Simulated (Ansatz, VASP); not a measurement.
**Two plane-wave programs on InPd**

The input INCAR:

```
  PREC = Accurate
  ENCUT = 520
  EDIFF = 1E-6
  ISMEAR = 0
  SIGMA = 0.15
  LREAL = F
  LASPH = T
  NELM = 100
  ALGO = Fast
  ISIF = 2
  LWAVE = F
  LCHARG = T
  GGA = PE
  LELF = T
  LVHAR = T
  NBANDS = 18
```

KPOINTS

```
Automatic mesh
0
Gamma
  14 14 14
```

POSCAR

```
InPd
1.0
    3.2718847800      0.0000000000      0.0000000000
    0.0000000000      3.2718847800      0.0000000000
    0.0000000000      0.0000000000      3.2718847800
In Pd
1 1
Direct
    0.0229225676      0.0000000000      0.0000000000
    0.5000000000      0.5000000000      0.5000000000
```

Input for Ansatz:

```yaml
crystal:
  lattice:
    - [3.27188478, 0.0, 0.0]
    - [0.0, 3.27188478, 0.0]
    - [0.0, 0.0, 3.27188478]
  atoms:
    - { symbol: In, position: [0.0229225676, 0.0, 0.0] }
    - { symbol: Pd, position: [0.5, 0.5, 0.5] }
basis:
  ecutwfc: 420
kpoints:
  mp_grid: { grid: [14, 14, 14] }
hamiltonian:
  xc: pbe
scf:
  occupations: { method: gaussian, width: 0.15 }
output:
  forces: true
  stress: true
  eigenvalues: true
```

Change from the starting cell: all In atoms moved +0.075 Å, as atom 1 along Cartesian [1 0 0].

Alike in both runs: task single point; functional PBE; k mesh 14 × 14 × 14; occupations gaussian, width 0.15 eV; no spin polarisation.

|  | VASP | Ansatz |
| --- | --- | --- |
| version | VASP 6.6.1 | Ansatz 0.2.0 |
| potentials or method | VASP PAW PBE potentials, release 64 (In_d, Pd) | scalar-relativistic, plane waves, PAW |
| plane-wave cutoff (eV) | 520 | 420 |
| valence electrons in the cell | 23 | 31 |

|  | VASP | Ansatz | Ansatz less VASP |
| --- | --- | --- | --- |
| gap on the k mesh at the Fermi level (eV) | none | none | - |
| pressure (GPa) | 4.0 | 4.0 | -0.07 |
| largest component of the traceless stress (GPa) | 0.16 | 0.16 | -0.001 |
| rms of the force components (eV/Å) | 0.184 | 0.181 | -0.0030 |

Atom by atom the forces differ by 0.003 eV/Å (rms over components). A gap of «none» marks a metal or a gap that the smearing closes. The two sets of potentials don't hold the same shells in valence.
